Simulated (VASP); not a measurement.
SiC (Moissanite 3C): relaxation of the atoms with LDA

SiC (Moissanite 3C):

```
Si C
1.0
     0.00000    2.17962    2.17962
     2.17962    0.00000    2.17962
     2.17962    2.17962    0.00000
Si C
1 1
Direct
  0.00000 0.00000 0.00000
  0.25000 0.25000 0.25000
```

The cell isn't the ideal one: a relaxed cell with its volume scaled by 1.02.

* Program: VASP 6.6.1
* Task: relaxation of the atoms
* Functional: LDA
* Potentials or basis: VASP PAW LDA potentials, release 64 (Si, C)
* Cutoff: 600 eV
* k mesh: 10 × 10 × 10
* Occupations: gaussian, width 0.03 eV
* Spin: no spin polarisation
* Further INCAR settings: ALGO = Normal; EDIFF = 1e-07; IBRION = 2; EDIFFG = -0.01; NSW = 40

```json
{
 "Pressure after relaxing": "-4.4 GPa",
 "Band gap on the k mesh": "1.31 eV, indirect (least direct gap 4.50 eV)"
}
```

Final structure:
```
CELL_PARAMETERS angstrom
0.00000 2.17962 2.17962
2.17962 0.00000 2.17962
2.17962 2.17962 0.00000
ATOMIC_POSITIONS crystal
Si 0.00000 0.00000 0.00000
C 0.25000 0.25000 0.25000
```

Levels at points of the mesh, in eV from the valence-band top:
```csv
k point,band 2,band 3,band 4,band 5,band 6,band 7
"(0.00, 0.00, 0.00)",0.00,0.00,0.00,6.28,7.19,7.19
"(0.50, 0.00, 0.00)",-8.55,-1.05,-1.05,5.38,7.13,7.13
"(0.50, 0.50, 0.00)",-7.81,-3.19,-3.19,1.31,4.19,13.82
```

It took 8.1 s on 1 thread of Intel(R) Xeon(R) Platinum 8488C (Sapphire Rapids) (shared host), peak memory 0.13 GiB.

Caveat: the relaxation stopped at its first step, so nothing moved. A k mesh can miss the band edges.
